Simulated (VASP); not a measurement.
Set up this calculation in VASP 6.6.1, as the native input.

```yaml
Task: single point
Functional: LDA
Potentials_or_basis: VASP PAW LDA potentials, release 64 (Zr_sv, H)
Cutoff: 520 eV
k_mesh: 9 × 9 × 1
Occupations: gaussian, width 0.1 eV
Spin: no spin polarisation
Dipole_correction: yes
Further_INCAR_settings: ALGO = Fast; EDIFF = 1e-06; NBANDS = 26
```

The structure of Zr3H lies in POSCAR:

```
Zr3H
1.0
    3.1232946755      0.0000000000      0.0000000000
    0.0000000000      3.1232946755      0.0000000000
    0.0000000000      0.0000000000     21.1739130820
Zr H
3 1
Direct
    0.5000000000      0.5000000000      0.1889117040
    0.0000000000      0.0000000000      0.2874811557
    0.5000000000      0.5000000000      0.3860369621
    0.7500000000      0.7500000000      0.4904106785
```

The cell isn't the ideal one: H at 2/8 of the diagonal of the surface cell, 2.21 Å above the top plane.

The input as run:

INCAR

```
PREC = Accurate ; ENCUT = 520
EDIFF = 1E-6 ; ISMEAR = 0
SIGMA = 0.1 ; LREAL = F
LASPH = T ; NELM = 80
ALGO = Fast ; ISIF = 2
LWAVE = F ; LCHARG = F
LDIPOL = T ; IDIPOL = 3
DIPOL = 0.5 0.5 0.338 ; NBANDS = 26
```

KPOINTS

```
regular mesh
0
Gamma
  9 9 1
```

Potentials or basis: VASP PAW LDA potentials, release 64 (Zr_sv, H).

Command:

```console
$ cat potpaw_LDA.64/Zr_sv/POTCAR potpaw_LDA.64/H/POTCAR > POTCAR
$ mpirun -np 1 vasp_std > vasp.out
```

It gave:

The largest force is 2.220 eV/Å and the band gap on the k mesh is none (metal or under the smearing width).

It took 2.4 min on 1 thread of Intel(R) Xeon(R) 6975P-C (Granite Rapids), with other jobs on the host, peak memory 0.29 GiB.
